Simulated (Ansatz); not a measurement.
Runs of Ansatz 0.2.0 on ZrC. Symmetry: Fm-3m, No. 225, cubic system. The conventional cell has a = 4.730 Å, b = 4.730 Å, c = 4.730 Å, α = 90.00°, β = 90.00°, γ = 90.00°. Zr (site symmetry m-3m) has 6 C at 2.37 Å as nearest neighbours. Around C (site symmetry m-3m) lie 6 Zr at 2.37 Å. 

```tsv
share of exact exchange	gap on the mesh (eV)	pressure (GPa)
0.05	none	-3.2
0.4	none	-6.7
0.15	none	(a)
0.3	none	(b)
0.5	none	-7.6
0.25	none	(c)
0.2	none	-4.6
0.1	none	-3.6
```

Alike in all rows: task single point; level HSE06 form with a typed share of exact exchange; potentials or basis Ansatz PAW; no spin polarisation; cell as given; k mesh 5 × 5 × 5; cutoff (eV) 420; smearing fermi-dirac 0.05 eV; the mesh is coarse, so values aren't converged.

Fill in the values left out.

(a) -4.0; (b) -5.7; (c) -5.2.

Caveats: all runs use coarse meshes; the PAW data sets come from PBE, with cores solved anew for the run's functional, which leaves a small shift of forces and pressure; the thresholds are loose for stress.

A k mesh can miss the band edges, and the runs leave out spin-orbit coupling on Zr.

A gap of «none» marks a metal or a gap under the smearing width.
